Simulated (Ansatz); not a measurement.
Crystal: SnO.

```
Sn O
1.0
     3.81370    0.00000    0.00000
     0.00000    3.81370    0.00000
     0.00000    0.00000    4.88691
Sn O
2 2
Direct
  0.50000 0.00000 0.76463
  0.00000 0.50000 0.23537
  0.00000 0.00000 0.00000
  0.50000 0.50000 0.00000
```

The cell is a database's computed one.

Base run:

- Program: Ansatz 0.2.0
- Functional: r2SCAN
- Potentials or basis: Ansatz PAW
- Cutoff: 500 eV
- Density cutoff: 2000 eV
- k mesh: 7 × 7 × 6
- Occupations: fermi-dirac, width 0.05 eV
- Spin: no spin polarisation

Its results: band gap on the k mesh 0.50 eV, indirect (least direct gap 2.41 eV); pressure -0.5 GPa; largest force 0.130 eV/Å.

Question: The run is repeated on the same cell with these changes: functional from r2SCAN to LDA; cutoff from 500 eV to 420 eV; density cutoff from 2000 eV to 1680 eV. What comes out?

Answer: Band gap on the k mesh 0.45 eV, indirect (least direct gap 2.01 eV); pressure -3.3 GPa; largest force 0.235 eV/Å.

Caveats: the k mesh misses the band edges, so the gap on the mesh is wider than the one along the path; spin-orbit coupling is left out, which moves the levels of the heavy elements; the PAW data sets come from PBE, with cores solved anew for the run's functional, which leaves a small shift of forces and pressure.

Not every run made on this cell is shown here.
